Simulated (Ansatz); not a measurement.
Cu (Fm-3m), a vibration from a frozen displacement

Method: Ansatz 0.2.0, DFT PBEsol, scalar-relativistic, plane waves, PAW. The runs took a 420 eV cutoff, a Γ-centred 14×14×14 mesh and Gaussian smearing (0.15 eV). No spin polarisation. Energies are free energies at this smearing, counted from the undisturbed cell; pressure is positive in compression.

The undisturbed cell (relaxed at this level):

```xyz
8
Lattice="-3.5634 3.5634 0.0000 -3.5634 0.0000 3.5634 0.0000 3.5634 3.5634" Properties=species:S:1:pos:R:3 pbc="T T T"
Cu    0.0000    0.0000    0.0000
Cu   -1.7817    1.7817    0.0000
Cu   -1.7817    0.0000    1.7817
Cu    0.0000    1.7817    1.7817
Cu   -3.5634    1.7817    1.7817
Cu   -1.7817    3.5634    1.7817
Cu   -1.7817    1.7817    3.5634
Cu   -3.5634    3.5634    3.5634
```

Atom 1 (Cu) is moved by x along the Cartesian unit vector (0.707, -0.707, 0.000); the cell and all other atoms stay fixed. The cell's volume is 90.49 Å³; the moved atoms weigh 63.546 u together and the others 444.822 u.

| x (Å) | ΔE (meV/cell) | total force on the moved atoms along the move (eV/Å) | pressure (GPa) |
| --- | --- | --- | --- |
| -0.1000 | 38.99 | 0.7863 | 0.2634 |
| -0.0600 | 13.96 | 0.4667 | 0.1069 |
| 0.0000 | 0.00 | 0.0000 | 0.0192 |
| 0.0800 | 24.88 | -0.6252 | 0.1753 |

Q: What frequency belongs to this motion?

A: The force constant is k = −dF/dx = 7.794 eV/Å², from the parabola through x = -0.0600, 0 and 0.0800. In every cell the moved atoms swing against the rest, so the mass is μ = m₁m₂/(m₁ + m₂) = 55.603 u, and ν̃ = 521.5 cm⁻¹ × √(|k|/μ) = 195 cm⁻¹. The pattern needn't be a normal mode: ν̃² is then a weighted mean of the squared nonzero frequencies at the zone centre of this cell, so it lies between the lowest and the highest of them.

Q: How far does the harmonic law reach?

A: At x = -0.100 Å, kx²/2 = 38.97 meV against the computed 38.99 meV (+0.0 %): the well is still close to harmonic there.

In a metal these slopes depend on the k mesh and the smearing.